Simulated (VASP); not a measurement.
Write the native input for VASP 6.6.1 that does the following.

* Task: relaxation of cell and atoms
* Functional: rev-vdW-DF2
* Potentials or basis: VASP PAW PBE potentials, release 64 (Ti_sv, O)
* Cutoff: 600 eV
* k mesh: 10 × 10 × 10
* Occupations: fermi-dirac, width 0.05 eV
* Spin: no spin polarisation
* Further INCAR settings: ALGO = Fast; EDIFF = 1e-07; IBRION = 2; EDIFFG = -0.02; NSW = 40; ISIF = 3

The structure of TiO2 (Anatase) lies in POSCAR:

```
TiO2
1.0
   -1.8921000000      1.8921000000      4.7573000000
    1.8921000000     -1.8921000000      4.7573000000
    1.8921000000      1.8921000000     -4.7573000000
Ti O
2 4
Direct
    0.7500000000      0.2500000000      0.5000000000
    0.0000000000      0.0000000000      0.0000000000
    0.7919000000      0.7919000000      0.0000000000
    0.5419000000      0.0419000000      0.5000000000
    0.9581000000      0.4581000000      0.5000000000
    0.2081000000      0.2081000000      0.0000000000
```

These files were run (other wordings do the same):

INCAR

```
SYSTEM = TiO2
PREC = Accurate
ENCUT = 600
EDIFF = 1E-7
ISMEAR = -1
SIGMA = 0.05
LREAL = .False.
LASPH = .True.
NELM = 100
ALGO = Fast
ISIF = 3
LWAVE = .False.
LCHARG = .False.
GGA = MK
LUSE_VDW = .True.
AGGAC = 0.0
PARAM1 = 0.1234
PARAM2 = 0.711357
ZAB_VDW = -1.8867
IBRION = 2
NSW = 40
EDIFFG = -0.02
```

KPOINTS

```
Automatic mesh
0
Gamma
  10 10 10
  0 0 0
```

Potentials or basis: VASP PAW PBE potentials, release 64 (Ti_sv, O).

The run is started by

```bash
$ cat potpaw_PBE.64/Ti_sv/POTCAR potpaw_PBE.64/O/POTCAR > POTCAR
$ mpirun -np 1 vasp_std > vasp.out
```

Results of the run:

The relaxed volume is 11.50 Å³/atom and the relaxed cell is a = 5.485 Å, b = 5.485 Å, c = 5.485 Å, α = 139.49°, β = 139.49°, γ = 58.63°. The space group after relaxing (to 0.05 Å) is I4_1/amd (No. 141) and the energy gained by relaxing is 1.4 meV/atom. The ionic steps are 3 and the pressure after relaxing is 0.0 GPa. The largest force after relaxing is 0.007 eV/Å. The band gap on the k mesh is 2.05 eV, indirect (least direct gap 2.39 eV).

Caveat: the PAW data sets were made with another functional, which shifts forces and pressure a little.

It took 38 min on 1 thread of AMD EPYC 9R14 (Zen 4), with other jobs on the host, peak memory 0.95 GiB.
